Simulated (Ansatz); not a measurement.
**SnO: one atom moved over a plane**

The task, for SnO: map the energy of atom 1 (Sn) over a plane.

Computed with Ansatz 0.2.0 (DFT PBEsol+D3(BJ), scalar-relativistic, plane waves, PAW, unless a step's input says otherwise).

### Step 1. The system as given

It takes space group P4/nmm (No. 129, tetragonal). Conventional cell: a = 3.802 Å, b = 3.802 Å, c = 4.836 Å, α = 90.00°, β = 90.00°, γ = 90.00°. Around Sn (site symmetry 4mm) lie 4 O at 2.22 Å. Around O (site symmetry -4m2) lie 4 Sn at 2.22 Å.

Structure file:

```
CELL_PARAMETERS angstrom
3.80200 0.00000 0.00000
0.00000 3.80200 0.00000
0.00000 0.00000 4.83600
ATOMIC_POSITIONS crystal
Sn 0.00000 0.50000 0.23850
Sn 0.50000 0.00000 0.76150
O 0.00000 0.00000 0.00000
O 0.50000 0.50000 0.00000
```

The cell is taken as given, not relaxed at this level.

### Step 2. Zero of energy

The reference gives a free energy of -13022.2827 eV, pressure -2.10 GPa, largest force 0.065 eV/Å and gap on the mesh none (metal). It was computed beforehand with the settings of the runs below.

### Step 3. The scan: one atom moved over a plane

Atom 1 (Sn) is moved by p along (0.000, 1.000, 0.000) and q along (0.000, 0.000, 1.000) (Å), all else fixed; its images in the other cells move with it. Points alike by symmetry are run once.

### Step 4. Point p = -0.450, q = -0.450

File input.yaml:

```yaml
crystal:
  lattice:
    - [3.802, 0.0, 0.0]
    - [0.0, 3.802, 0.0]
    - [0.0, 0.0, 4.836]
  atoms:
    - { symbol: Sn, position: [0.0, 0.3816412415, 0.1454478908] }
    - { symbol: Sn, position: [0.5, 0.0, 0.7615] }
    - { symbol: O, position: [0.0, 0.0, 0.0] }
    - { symbol: O, position: [0.5, 0.5, 0.0] }
basis:
  ecutwfc: 420
kpoints:
  mp_grid: { grid: [12, 12, 10] }
hamiltonian:
  xc: pbesol
  dispersion: d3bj
scf:
  occupations: { method: gaussian, width: 0.15 }
output:
  forces: true
  stress: true
  eigenvalues: true
```

On the command line:

```console
ansatz run input.yaml --threads 1 --pin off --max-ram 2560MiB --backend cpu --events-out ev --progress --plain --runs-dir out
```

The session goes on with these runs: point p = -0.450, q = 0.000; At p = -0.450, q = 0.450; point p = 0.000, q = -0.450; point p = 0.000, q = 0.450; point p = -0.450, q = -0.225; At p = -0.450, q = 0.225; point p = -0.225, q = -0.450; p = -0.225, q = 0.000; point p = -0.225, q = 0.450; point p = 0.000, q = -0.225; At p = 0.000, q = 0.225; p = -0.225, q = -0.225; At p = -0.225, q = 0.225.

**Question.** What will these runs give? Wanted: highest point; lowest point away from the origin.

The runs gave:

| quantity | value |
| --- | --- |
| highest point | 4.330 eV/cell at (p, q) = (-0.450, -0.450) |
| lowest point away from the origin | 0.134 eV/cell at (-0.225, 0.000) |

What this shows: No computed point lies below the origin. Read as harmonic, the points at ±0.225 Å give force constants of 5.28 eV/Å² along p and 12.57 eV/Å² along q: the atom moves more easily along p. The gap on the mesh runs from 0.00 to 0.64 eV over the map. Where forces pass 15 eV/Å atoms stand far too close, the PAW spheres overlap strongly and those numbers are rough.

Spin-orbit coupling is left out, though the cell holds Sn; it can move the gap. Counted by bands, a gap of 0.02 to 0.06 eV stays open on the mesh in 2 runs that read as metallic: the smearing reaches across it.
